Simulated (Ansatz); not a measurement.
**I in Ansatz: convergence with basis error**

I:

```
CELL_PARAMETERS angstrom
-1.61746 1.61746 4.26481
1.61746 -1.61746 4.26481
1.61746 1.61746 -4.26481
ATOMIC_POSITIONS crystal
I 0.00000 0.00000 0.00000
```

| Quantity | Value |
| --- | --- |
| Program | Ansatz 0.2.0 |
| Task | convergence study |
| Functional | PBE |
| Potentials or basis | all-electron LAPW, scalar-relativistic |
| Cutoff | 93 eV (chosen from the basis error) |
| Basis error allowed | 0.03 eV/atom |
| k mesh | 11 × 11 × 11 |
| Occupations | fermi-dirac, width 0.05 eV |
| Spin | no spin polarisation |

These are the settings of the first run; the series varies basis error, with any setting tied to it.

Hardware: 1 thread of Intel(R) Xeon(R) Processor @ 2.50GHz (Skylake/Cascade Lake), with other jobs on the host.

| basis error | energy less the tightest run, at zero smearing (meV/atom) | pressure (GPa) | SCF cycles | CPU time (s) | peak memory (GiB) |
| --- | --- | --- | --- | --- | --- |
| 0.03 eV/atom | 10.52 | 0.23 | 5 | 11 | 0.24 |
| 0.01 eV/atom | 3.39 | 0.18 | 8 | 16 | 0.26 |
| 0.003 eV/atom | 0.94 | 0.16 | 7 | 19 | 0.29 |
| 0.001 eV/atom | 0.30 | 0.15 | 7 | 23 | 0.32 |
| 0.0003 eV/atom | 0.06 | 0.15 | 7 | 27 | 0.34 |
| 0.0001 eV/atom | 0.00 | 0.15 | 7 | 33 | 0.39 |

Against the tightest run, the energy stays within 1 meV/atom from 0.003 eV/atom on; the pressure stays within 0.1 GPa from 0.03 eV/atom on. The tightest run that finished is the yardstick and may itself not be fully converged.

Caveat, for the tightest run too: an odd number of electrons without spin polarisation forces a metal; a magnetic or distorted state may lie lower. The run has no spin-orbit coupling, so splittings on I are missing.
